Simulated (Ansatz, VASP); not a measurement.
**One calculation of KBr, two programs**

File INCAR:

```
PREC = Accurate ; ENCUT = 520
EDIFF = 1E-6 ; ISMEAR = -1
SIGMA = 0.05 ; LREAL = F
LASPH = T ; NELM = 150
ALGO = Normal ; ISIF = 2
LWAVE = F ; LCHARG = T
ISPIN = 2 ; MAGMOM = 0.5 0
LORBIT = 11 ; GGA = PS
LELF = T ; LVHAR = T
NBANDS = 19
```

The input KPOINTS:

```
Automatic mesh
0
Gamma
  7 7 7
```

Contents of POSCAR:

```
KBr
1.0
    0.0000000000      3.3218549415      3.3218549415
    3.3218549415      0.0000000000      3.3218549415
    3.3218549415      3.3218549415      0.0000000000
Br K
1 1
Direct
    0.5000000000      0.5000000000      0.5000000000
    0.0000000000      0.0000000000      0.0000000000
```

Contents of input.yaml:

```yaml
crystal:
  lattice:
    - [0.0, 3.3218549415, 3.3218549415]
    - [3.3218549415, 0.0, 3.3218549415]
    - [3.3218549415, 3.3218549415, 0.0]
  atoms:
    - { symbol: Br, position: [0.5, 0.5, 0.5], spin: 0.5 }
    - { symbol: K, position: [0.0, 0.0, 0.0] }
kpoints:
  mp_grid: { grid: [7, 7, 7] }
scf:
  occupations: { method: fermi_dirac, width: 0.05 }
hamiltonian:
  xc: pbesol
  pseudopotentials:
    kind: all_electron
    lapw: { basis_error: 0.0005 }
    nuclear_model: point
magnetization:
  spin_polarized: true
output:
  forces: true
  stress: true
  eigenvalues: true
```

Change from the starting cell: volume scaled by 1.02.

Alike in both runs: task single point; functional PBEsol; k mesh 7 × 7 × 7; occupations fermi-dirac, width 0.05 eV; collinear spin.

|  | VASP | Ansatz |
| --- | --- | --- |
| version | VASP 6.6.1 | Ansatz 0.2.0 |
| potentials or method | VASP PAW PBE potentials, release 64 (Br, K_sv) | all-electron LAPW, point nuclei |
| plane-wave cutoff (eV) | 520 | see its input |

```csv
,VASP,Ansatz,Ansatz less VASP
gap on the k mesh at the Fermi level (eV),4.23,4.23,+0.003
least direct gap on the mesh (eV),4.23,4.23,+0.003
pressure (GPa),-0.5,-0.6,-0.05
net moment per atom (μB),0.00,0.00,0.000
```

Ansatz ran all-electron here, so the differences hold the error of VASP's frozen core and of both bases.

Caveats: an odd mesh through Γ misses points on the zone boundary, where band edges often lie; the PAW data sets were made with another functional, which shifts forces and pressure a little (VASP); the starting moments weren't kept (Ansatz).
